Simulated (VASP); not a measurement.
A run of VASP 6.6.1 is set up as follows.

INCAR

```
PREC = Accurate ; ENCUT = 520
EDIFF = 1E-6 ; ISMEAR = 0
SIGMA = 0.05 ; LREAL = False
LASPH = True ; NELM = 100
ALGO = Normal ; ISIF = 2
LWAVE = False ; LCHARG = False
GGA = PS ; NBANDS = 26
```

The input KPOINTS:

```
regular mesh
0
Gamma
  9 9 6
```

The input POSCAR:

```
ZnS
1.0
    3.8632107324      0.0000000000      0.0000000000
   -1.9316053662      3.3456386344      0.0000000000
    0.0000000000      0.0000000000      6.0666315585
Zn S
2 2
Direct
    0.3333333333      0.6666666667      0.0000000000
    0.6666666667      0.3333333333      0.5000000000
    0.3333333333      0.6666666667      0.3850000000
    0.6666666667      0.3333333333      0.8850000000
```

Potentials or basis: VASP PAW PBE potentials, release 64 (Zn, S).

Command:

```console
$ cat potpaw_PBE.64/Zn/POTCAR potpaw_PBE.64/S/POTCAR > POTCAR
$ mpirun -np 1 vasp_std > vasp.out
```

Problem. Estimate the band gap on the k mesh.

Solution. 2.05 eV, direct.

Problem. Estimate the pressure.

Solution. -1.2 GPa.

Stress tensor (GPa, compression positive):
```
-2.42  0.00  0.00
 0.00 -2.42  0.00
 0.00  0.00  1.11
```

Caveat: the PAW data sets were made with another functional, which shifts forces and pressure a little.

**What was measured.**

A printed reference work, monograph reports, for a bulk crystal of ZnS at 4 K: band gap 3.911 eV (direct).

A measured gap of ZnS is 3.911 eV (direct; 4 K; a printed reference work, monograph); the calculated 2.05 eV misses it by -1.86 eV. The value is that of PBEsol, without temperature or zero-point motion. Semilocal functionals fall short of measured gaps as a rule.
